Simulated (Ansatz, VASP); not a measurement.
## SrTiO3 in VASP and in Ansatz

INCAR

```
PREC = Accurate
ENCUT = 520
EDIFF = 1E-7
ISMEAR = 0
SIGMA = 0.05
LREAL = F
LASPH = T
NELM = 100
ALGO = Normal
ISIF = 2
LWAVE = F
LCHARG = T
GGA = PE
LELF = T
LVHAR = T
NBANDS = 28
```

Contents of KPOINTS:

```
regular mesh
0
Gamma
  8 8 8
```

Contents of POSCAR:

```
SrTiO3
1.0
    3.9052800000      0.0000000000      0.0000000000
    0.0000000000      3.9052800000      0.0000000000
    0.0000000000      0.0000000000      3.9052800000
Sr Ti O
1 1 3
Direct
    0.5000000000      0.5000000000      0.5000000000
    0.0000000000      0.0000000000      0.0000000000
    0.5000000000      0.0000000000      0.0000000000
    0.0000000000      0.5000000000      0.0000000000
    0.0000000000      0.0000000000      0.5000000000
```

Input for Ansatz:

```yaml
crystal:
  lattice:
    - [3.90528, 0.0, 0.0]
    - [0.0, 3.90528, 0.0]
    - [0.0, 0.0, 3.90528]
  atoms:
    - { symbol: Sr, position: [0.5, 0.5, 0.5] }
    - { symbol: Ti, position: [0.0, 0.0, 0.0] }
    - { symbol: O, position: [0.5, 0.0, 0.0] }
    - { symbol: O, position: [0.0, 0.5, 0.0] }
    - { symbol: O, position: [0.0, 0.0, 0.5] }
basis:
  ecutwfc: 420
  fft_grid_basis: typed
kpoints:
  mp_grid: { grid: [8, 8, 8] }
hamiltonian:
  xc: pbe
  pseudopotentials: { kind: paw }
scf:
  occupations: { method: gaussian, width: 0.05 }
output:
  forces: true
  stress: true
  eigenvalues: true
  bader: true
  write_density: true
  volumetric_format: npy
  elf: true
```

Alike in both runs: task single point; functional PBE; k mesh 8 × 8 × 8; occupations gaussian, width 0.05 eV; no spin polarisation.

|  | VASP | Ansatz |
| --- | --- | --- |
| version | VASP 6.6.1 | Ansatz 0.2.0 |
| potentials or method | VASP PAW PBE potentials, release 64 (Sr_sv, Ti_sv, O) | scalar-relativistic, plane waves, PAW |
| plane-wave cutoff (eV) | 520 | 420 |
| valence electrons in the cell | 40 | 40 |

|  | VASP | Ansatz | Ansatz less VASP |
| --- | --- | --- | --- |
| gap on the k mesh at the Fermi level (eV) | 1.86 | 1.89 | +0.031 |
| pressure (GPa) | 4.9 | 4.3 | -0.65 |

The functional is the same, so the differences come from potentials, cutoffs and numerics.

A k mesh can miss the band edges. PBE gaps usually lie below the measured ones, often by a third to a half.
